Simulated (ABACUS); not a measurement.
Crystal: MgO.

```
CELL_PARAMETERS angstrom
0.00000 2.09700 2.09700
2.09700 0.00000 2.09700
2.09700 2.09700 0.00000
ATOMIC_POSITIONS crystal
Mg 0.00000 0.00000 0.00000
O 0.50000 0.50000 0.50000
```

The cell is a database's computed one.

Base run:

| Quantity | Value |
| --- | --- |
| Program | ABACUS 3.10.1 |
| Functional | PBE |
| Potentials or basis | GBRV ultrasoft 1.5 PBE |
| Cutoff | 544 eV |
| Density cutoff | 4354 eV |
| Basis | plane waves |
| k mesh | 9 × 9 × 9 |
| Occupations | fermi-dirac, width 0.05 eV |
| Spin | no spin polarisation |

Its results: band gap on the k mesh 4.89 eV, direct; pressure 7.1 GPa.

Task: After a change of settings the same cell gave: band gap on the k mesh 5.37 eV, direct; pressure 10.0 GPa. Which change was it?
A. functional from PBE to LDA-PW92; potentials or basis from GBRV ultrasoft 1.5 PBE to GBRV ultrasoft 1.5 LDA
B. functional from PBE to HCTH407
C. functional from PBE to LDA; potentials or basis from GBRV ultrasoft 1.5 PBE to PseudoDojo NC SR 0.4.1 LDA standard; cutoff from 544 eV to 1143 eV; density cutoff from 4354 eV to 4572 eV
D. functional from PBE to B86bPBE; potentials or basis from GBRV ultrasoft 1.5 PBE to Ansatz NC PBE; cutoff from 544 eV to 1252 eV; density cutoff from 4354 eV to 5007 eV

Result: B.

Caveats: an odd mesh through Γ misses points on the zone boundary, where band edges often lie; the potentials were made for another functional, which shifts forces and pressure (some runs).

Not every run made on this cell is shown here.
